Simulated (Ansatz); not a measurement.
# Which way does MgO + ZnS ⇌ MgS + ZnO run?

Plane-wave DFT in Ansatz with scalar-relativistic PAW potentials, cutoff 420 eV, Γ-centred meshes chosen by cell and gap, Gaussian smearing with energies taken to zero width. Every cell was relaxed (cell and atoms) in a run of its own, within the symmetry of its start. Functional: PBEsol.

Total energies hold large constants for each element; a whole number of eV per atom of each element is taken off below, which cancels in a balanced reaction.

| compound | lowest structure computed | structures tried | V (Å³/atom) | gap on mesh (eV) | E (eV per formula unit, common shift removed) |
| --- | --- | --- | --- | --- | --- |
| MgO | Fm-3m | 4 | 9.35 | 4.62 | -5.8714 |
| ZnS | F-43m | 4 | 19.21 | 2.09 | -1.4405 |
| MgS | Fm-3m | 4 | 17.39 | 2.73 | -2.9177 |
| ZnO | P6_3mc | 4 | 11.78 | 0.70 | -3.1290 |

**Question.** Work out the reaction energy at 0 K.

**Answer.** ΔE = E(MgS) + E(ZnO) − E(MgO) − E(ZnS) = 1.265 eV, or 122 kJ per mole of reaction (316 meV/atom). The left side is lower: Mg takes O and Zn takes S. Pauling's electronegativities (Mg 1.31, Zn 1.65; O 3.44, S 2.58) would pair Mg with O, the most ionic bond; the result follows that. All four are computed as solids; where they are solids at ordinary conditions entropy changes little. A lower structure that wasn't tried would shift the value, and mixed crystals may lie lower than either side.